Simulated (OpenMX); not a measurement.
SiO2, 12 atoms in the cell. The structure is hexagonal, space group P6_322 (No. 182). Conventional cell: a = 5.069 Å, b = 5.069 Å, c = 8.558 Å, α = 90.00°, β = 90.00°, γ = 120.00°. Around Si (site symmetry 3) lie 4 O at 1.60 to 1.61 Å. Around O (site symmetry 2) lie 2 Si at 1.61 Å. O (site symmetry 32) is surrounded by 2 Si at 1.60 Å. The cell comes from a database or a generator and needn't be the stable form of this composition.

| Item | Value |
| --- | --- |
| Program | OpenMX 3.8.5 |
| Task | band structure |
| Functional | LDA |
| Potentials or basis | OpenMX 2013 LDA set, Si7.0-s2p2d1, O6.0-s2p2d1, grid cutoff 400 Ry |
| k mesh | 7 × 7 × 3 |
| Occupations | fermi-dirac, width 0.05 eV |
| Spin | no spin polarisation |
| Mixing scheme | rmm-diisk |
| SCF threshold | 1e-08 Ha |
| Solver | band |
| Max SCF cycles | 100 |

Potentials or basis: OpenMX 2013 LDA set, Si7.0-s2p2d1, O6.0-s2p2d1, grid cutoff 400 Ry.

Command:

```bash
$ openmx SiO2.dat -nt 1 > SiO2.std
```

Hardware: 1 thread of Intel(R) Xeon(R) Processor @ 2.50GHz (Skylake/Cascade Lake), on a shared host.

Q: How long does it take, and how much memory?

A: It took 12 min on 1 thread of Intel(R) Xeon(R) Processor @ 2.50GHz (Skylake/Cascade Lake), on a shared host, peak memory 1.5 GiB. Counts: k points 74, basis 156, scf iterations 17.
